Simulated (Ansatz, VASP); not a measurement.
**Two plane-wave programs on Mo**

```
Mo
1.0
     2.64997    0.00000    0.00000
    -1.32498    2.29494    0.00000
     0.00000    0.00000    2.72281
Mo
1
Direct
  0.00000 0.00000 0.50000
```

Alike in both runs: task single point; functional PBE; k mesh 24 × 24 × 20; occupations gaussian, width 0.15 eV; no spin polarisation.

|  | VASP | Ansatz |
| --- | --- | --- |
| version | VASP 6.6.1 | Ansatz 0.2.0 |
| potentials or method | VASP PAW PBE potentials, release 64 (Mo_sv) | scalar-relativistic, plane waves, PAW |
| plane-wave cutoff (eV) | 520 | 420 |
| valence electrons in the cell | 14 | 14 |

|  | VASP | Ansatz | Ansatz less VASP |
| --- | --- | --- | --- |
| gap on the k mesh at the Fermi level (eV) | none | none | - |
| pressure (GPa) | 7.7 | 7.2 | -0.49 |
| largest component of the traceless stress (GPa) | 21.20 | 21.08 | -0.123 |

A gap of «none» marks a metal or a gap that the smearing closes.
